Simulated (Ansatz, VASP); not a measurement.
## Cr in VASP and in Ansatz

File INCAR:

```
SYSTEM = Cr
PREC = Accurate
ENCUT = 520
EDIFF = 1E-6
ISMEAR = 0
SIGMA = 0.15
LREAL = .False.
LASPH = .True.
NELM = 80
ALGO = Normal
ISIF = 2
LWAVE = .False.
LCHARG = .False.
GGA = PS
NBANDS = 12
```

Contents of KPOINTS:

```
Automatic mesh
0
Gamma
  24 24 24
  0 0 0
```

POSCAR

```
Cr
1.0
   -1.4419500000      1.4419500000      1.4419500000
    1.4419500000     -1.4419500000      1.4419500000
    1.4419500000      1.4419500000     -1.4419500000
Cr
1
Direct
    0.0000000000      0.0000000000      0.0000000000
```

Input for Ansatz:

```yaml
crystal:
  lattice:
    - [-1.44195, 1.44195, 1.44195]
    - [1.44195, -1.44195, 1.44195]
    - [1.44195, 1.44195, -1.44195]
  atoms:
    - { symbol: Cr, position: [0.0, 0.0, 0.0] }
basis:
  ecutwfc: 420
kpoints:
  mp_grid: { grid: [24, 24, 24] }
hamiltonian:
  xc: pbesol
scf:
  occupations: { method: gaussian, width: 0.15 }
output:
  forces: true
  stress: true
  eigenvalues: true
  write_density: true
  write_potential: true
  elf: true
  volumetric_format: npy
```

Alike in both runs: task single point; functional PBEsol; k mesh 24 × 24 × 24; occupations gaussian, width 0.15 eV; no spin polarisation.

```csv
,VASP,Ansatz
version,VASP 6.6.1,Ansatz 0.2.0
potentials or method,"VASP PAW PBE potentials, release 64 (Cr_pv)","scalar-relativistic, plane waves, PAW"
plane-wave cutoff (eV),520,420
valence electrons in the cell,12,14
```

|  | VASP | Ansatz | Ansatz less VASP |
| --- | --- | --- | --- |
| gap on the k mesh at the Fermi level (eV) | none | none | - |
| pressure (GPa) | -18.1 | -17.7 | +0.45 |

A gap of «none» marks a metal or a gap that the smearing closes. The two sets of potentials don't hold the same shells in valence.

Caveats: so large a pressure means that the cell lies far from this level's equilibrium, or that cutoff or potentials fall short (VASP); the potentials were made for another functional, which shifts forces and pressure (VASP); the run has no spin polarisation, though such a crystal can be magnetic. Spin polarisation is off, so any magnetic state and its effect on volume and gap are missing.
